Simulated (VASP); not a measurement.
A run of VASP 6.6.1 is set up as follows.

The input INCAR:

```
SYSTEM = Cd
PREC = Accurate ; ENCUT = 520
EDIFF = 1E-6 ; ISMEAR = -1
SIGMA = 0.1 ; LREAL = .False.
LASPH = .True. ; NELM = 100
ALGO = Normal ; ISIF = 2
LWAVE = .False. ; LCHARG = .False.
GGA = RP ; NBANDS = 12
```

KPOINTS

```
regular mesh
0
Gamma
  14 14 14
  0 0 0
```

POSCAR

```
Cd
1.0
   -1.7909177003      1.7909177003      1.7909177003
    1.7909177003     -1.7909177003      1.7909177003
    1.7909177003      1.7909177003     -1.7909177003
Cd
1
Direct
    0.0000000000      0.0000000000      0.0000000000
```

Potentials or basis: VASP PAW PBE potentials, release 64 (Cd).

Command:

```sh
$ cat potpaw_PBE.64/Cd/POTCAR > POTCAR
$ mpirun -np 1 vasp_std > vasp.out
```

Estimate the pressure.

3.3 GPa.

Predict the band gap on the k mesh.

none (metal or under the smearing width).

Caveat: the PAW data sets were made with another functional, which shifts forces and pressure a little.
